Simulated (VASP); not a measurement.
Crystal: SiMo3.

```
CELL_PARAMETERS angstrom
4.15890 0.00000 0.00000
0.00000 4.15890 0.00000
0.00000 0.00000 4.15890
ATOMIC_POSITIONS crystal
Si 0.50000 0.50000 0.50000
Mo 0.50000 0.00000 0.00000
Mo 0.00000 0.50000 0.00000
Mo 0.00000 0.00000 0.50000
```

The cell was built by a generator and needn't be a form met in nature.

```yaml
Program: VASP 6.6.1
Task: relaxation of cell and atoms
Functional: PBE
Potentials_or_basis: VASP PAW PBE potentials, release 64 (Si, Mo_sv)
Cutoff: 520 eV
k_mesh: 5 × 5 × 5
Occupations: gaussian, width 0.15 eV
Spin: no spin polarisation
```

At the start: pressure -28.4 GPa; volume 17.98 Å³/atom.

Q: How do energy, volume and symmetry change on relaxing?

A: Over 5 steps the energy falls by 310.0 meV/atom and the volume is 15.02 Å³/atom (-16.5 %); space group Pm-3m (No. 221, to 0.05 Å).

The path:
```csv
step,energy change (eV),largest force (eV/Å),pressure (GPa),volume (Å³)
1,0.0000,0.0000,-28.42,71.93
2,4.5320,0.0000,146.94,43.57
3,-1.2235,0.0000,-4.21,61.27
4,-1.2378,0.0000,-1.51,60.51
5,-1.2400,0.0000,-0.43,60.10
```

Final structure:
```cif
data_structure
_symmetry_space_group_name_H-M 'P 1'
_symmetry_Int_Tables_number 1
_cell_length_a 3.9170
_cell_length_b 3.9170
_cell_length_c 3.9170
_cell_angle_alpha 90.000
_cell_angle_beta 90.000
_cell_angle_gamma 90.000
_cell_volume 60.10
loop_
_atom_site_label
_atom_site_type_symbol
_atom_site_fract_x
_atom_site_fract_y
_atom_site_fract_z
_atom_site_occupancy
Si1 Si 0.50000 0.50000 0.50000 1
Mo1 Mo 0.50000 0.00000 0.00000 1
Mo2 Mo 0.00000 0.50000 0.00000 1
Mo3 Mo 0.00000 0.00000 0.50000 1
```

Caveat: the volume moved by over 15 % at a fixed basis, so the end points are rough.
